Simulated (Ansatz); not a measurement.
The system is CO2.

```
CELL_PARAMETERS angstrom
-1.97473 1.97473 3.01406
1.97473 -1.97473 3.01406
1.97473 1.97473 -3.01406
ATOMIC_POSITIONS crystal
O 0.87500 0.95980 0.58480
O 0.37500 0.29020 0.41520
O 0.04020 0.62500 0.91520
O 0.70980 0.12500 0.08480
C 0.00000 0.00000 0.00000
C 0.75000 0.25000 0.50000
```

The cell comes from a database or a generator and needn't be the stable form of this composition.

Program: Ansatz 0.2.0. Alike in all runs: task band structure; potentials or basis Ansatz PAW; no spin polarisation; cell as given; k mesh 9 × 9 × 9; cutoff (eV) 420; smearing fermi-dirac 0.05 eV.

Order these runs on this cell by their pressure, lowest first.
A. level LDA
B. level PBEsol
C. level PBE

A (-14.0 GPa), B (-6.6 GPa), C (-0.4 GPa).

Caveats: the PAW data sets come from PBE, with cores solved anew for the run's functional, which leaves a small shift of forces and pressure (some runs).
